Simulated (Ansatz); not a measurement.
Set up this calculation in Ansatz 0.2.0, as the native input.

```
Task                : single point
Functional          : PBE
Potentials or basis : Ansatz PAW
Cutoff              : 420 eV (not typed: the program's choice for these potentials)
k mesh              : 6 × 6 × 6
Occupations         : fermi-dirac, width 0.05 eV
Spin                : collinear spin, ferromagnetic start
Starting moments    : [1.0, 1.0, 1.0, 0.0] μB
Fixed moment        : 3 μB
```

AlNi3:

```
Ni Al
1.0
     3.52305    0.00000    0.00000
     0.00000    3.52305    0.00000
     0.00000    0.00000    3.52305
Ni Al
3 1
Direct
  0.50000 0.50000 0.00000
  0.50000 0.00000 0.50000
  0.00000 0.50000 0.50000
  0.00000 0.00000 0.00000
```

The cell is a database's computed one.

One way to write it, as run:

input.yaml

```yaml
crystal:
  lattice:
    - [3.5230547267, 0.0, 0.0]
    - [0.0, 3.5230547267, 0.0]
    - [0.0, 0.0, 3.5230547267]
  atoms:
    - { symbol: Ni, position: [0.5, 0.5, 0.0], spin: 1.0 }
    - { symbol: Ni, position: [0.5, 0.0, 0.5], spin: 1.0 }
    - { symbol: Ni, position: [0.0, 0.5, 0.5], spin: 1.0 }
    - { symbol: Al, position: [0.0, 0.0, 0.0] }
hamiltonian:
  xc: pbe
  pseudopotentials: { kind: paw }
magnetization:
  spin_polarized: true
  initial_magnetization: 3.0
  spin_locking: { lock_magnetization: hard }
kpoints:
  mp_grid: { grid: [6, 6, 6] }
scf:
  occupations: { method: fermi_dirac, width: 0.05 }
  lower_state_search: "off"
output:
  forces: true
  stress: true
  eigenvalues: true
  write_density: true
  write_potential: true
  elf: true
  volumetric_format: npy
```

Potentials or basis: Ansatz PAW.

Command:

```bash
$ ansatz run input.yaml --threads 2 --pin off --max-ram 5632MiB --backend cpu --events-out ev --progress --plain --runs-dir out
```

Results of the run:

| Property | Result |
| --- | --- |
| Pressure | 14.4 GPa |
| Net moment | 3.00 μB per cell |
| Absolute moment | 3.00 μB per cell |
| Site moments | Ni +0.91; Al +0.08 μB |

Caveat: the total moment is fixed, so each spin has its own Fermi level; the thresholds are loose for stress.

Run time: 2.7 s on 2 threads of Intel(R) Xeon(R) Platinum 8259CL CPU @ 2.50GHz (Skylake/Cascade Lake), with other jobs on the host, peak memory 0.4 GiB.
